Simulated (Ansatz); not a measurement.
Migration of H in Zr

Method: DFT PBE, scalar-relativistic, plane waves, PAW (Ansatz 0.2.0). Run with 420 eV cutoff, 3×3×3 k-mesh, Gaussian smearing of 0.10 eV, no spin polarisation.

In a supercell of 18 host sites, interstitial H hops to an equivalent place, moving 2.28 Å between the relaxed ends. Climbing-image nudged elastic band at fixed cell with images 0 (start) to 4 (end), the path measured over all atoms, converged to 0.05 eV/Å; the order of the saddle wasn't checked, and the small cell leaves errors of about a tenth of an eV. Zero-point motion and tunnelling, which matter for H, are left out. At the top the atom squeezes straight between two others, where symmetry can hold a band on a ridge, so a bent path, such as one by way of a neighbouring hole, may have a much lower barrier.

Command:

```bash
ansatz run input.yaml --threads 4 --pin off --max-ram 8192MiB --backend cpu --events-out ev --progress --plain --runs-dir out
```

Input:

```yaml
crystal:
  lattice:
    - [-4.8517212585, 2.8011425747, 5.1654655887]
    - [0.0, -5.6022851492, 5.1654655887]
    - [4.8517212585, 2.8011425746, 5.1654655887]
  atoms:
    - { symbol: Zr, position: [0.5278050969, 0.5277545051, 0.1955827562] }
    - { symbol: Zr, position: [0.8610946368, 0.1944677172, 0.1955740437] }
    - { symbol: Zr, position: [0.1955811203, 0.5277492629, 0.5278066396] }
    - { symbol: Zr, position: [0.1886742176, 0.8553367765, 0.1886714337] }
    - { symbol: Zr, position: [0.529870213, 0.1965216817, 0.5298649502] }
    - { symbol: Zr, position: [0.8589172429, 0.5255830034, 0.8589169923] }
    - { symbol: Zr, position: [0.8610957269, 0.8622454497, 0.5277938551] }
    - { symbol: Zr, position: [0.1955754005, 0.1944700826, 0.8610884804] }
    - { symbol: Zr, position: [0.527793162, 0.8622484157, 0.8610950338] }
    - { symbol: Zr, position: [0.4758931211, 0.8031954838, 0.475905141] }
    - { symbol: Zr, position: [0.8058965815, 0.4725978026, 0.4704959286] }
    - { symbol: Zr, position: [0.1377303535, 0.8044329818, 0.8039523971] }
    - { symbol: Zr, position: [0.136490109, 0.1426061352, 0.4759091804] }
    - { symbol: Zr, position: [0.4704873003, 0.4725997032, 0.8059044647] }
    - { symbol: Zr, position: [0.8039432725, 0.8044369808, 0.1377414418] }
    - { symbol: Zr, position: [0.8058924018, 0.1371874582, 0.8058999542] }
    - { symbol: Zr, position: [0.137722268, 0.4706543616, 0.1377279667] }
    - { symbol: Zr, position: [0.4759011597, 0.1426131646, 0.1364940253] }
    - { symbol: H, position: [0.3199768903, -0.0133042719, 0.3199810696] }
basis:
  ecutwfc: 420
  xc_grid: 2
kpoints:
  mp_grid: { grid: [3, 3, 3], shift: [0.0, 0.0, 0.0] }
hamiltonian:
  xc: pbe
scf:
  occupations: { method: gaussian, width: 0.1 }
output:
  forces: true
neb:
  images: 3
  f_tol: 0.05
  max_iterations: 70
  order_check: false
  final_atoms:
    - { symbol: Zr, position: [0.5274333791, 0.5274409315, 0.1961458752] }
    - { symbol: Zr, position: [0.8574241529, 0.1968432243, 0.1907271981] }
    - { symbol: Zr, position: [0.1955918916, 0.5293900608, 0.5288963525] }
    - { symbol: Zr, position: [0.196839308, 0.8574321737, 0.1907201688] }
    - { symbol: Zr, position: [0.5293809362, 0.1956029798, 0.5289003516] }
    - { symbol: Zr, position: [0.8628374048, 0.5274367518, 0.8607355307] }
    - { symbol: Zr, position: [0.8574281923, 0.8574402123, 0.5301378495] }
    - { symbol: Zr, position: [0.1956053667, 0.1956110653, 0.8626789717] }
    - { symbol: Zr, position: [0.5274288686, 0.862846033, 0.8607336302] }
    - { symbol: Zr, position: [0.4722382996, 0.8055401713, 0.4710849176] }
    - { symbol: Zr, position: [0.8055394782, 0.4722376065, 0.4710878836] }
    - { symbol: Zr, position: [0.1377505772, 0.8055282365, 0.8055788283] }
    - { symbol: Zr, position: [0.1446618996, 0.1446591158, 0.4779965568] }
    - { symbol: Zr, position: [0.4744163411, 0.4744160904, 0.80775033] }
    - { symbol: Zr, position: [0.8034683832, 0.8034631203, 0.1368116516] }
    - { symbol: Zr, position: [0.8055266937, 0.137752213, 0.8055840704] }
    - { symbol: Zr, position: [0.1377592896, 0.4722386966, 0.1388656162] }
    - { symbol: Zr, position: [0.4722448529, 0.1377579329, 0.1388632507] }
    - { symbol: H, position: [0.0133522637, 0.0133564431, 0.3466376052] }
```

Course of the band:

```csv
iteration,largest band force (eV/Å),climbing image,energies over image 0 (eV)
1,1.978,none,0.000 0.706 1.409 0.706 0.000
2,0.716,none,0.000 0.473 0.988 0.473 0.000
3,0.096,2,0.000 0.401 0.945 0.401 0.000
4,0.061,2,0.000 0.369 0.921 0.369 0.000
5,0.035,2,0.000 0.360 0.917 0.360 0.000
```

Final band:

```csv
image,path (Å),E − E(0) (eV),H x (Å),H y (Å),H z (Å),force on H (eV/Å)
0,0.00,0.000,0.000,1.867,3.237,0.01
1,0.64,0.360,0.362,1.658,2.959,1.09
2,1.29,0.917,0.808,1.399,2.583,0.00
3,1.93,0.360,1.255,1.142,2.206,1.09
4,2.57,0.000,1.617,0.934,1.929,0.01
```

Barrier 0.92 eV. It took 2.2 min on 4 threads of AMD EPYC 9R45 96-Core Processor (Zen 5) (shared host), peak memory 3.3 GiB.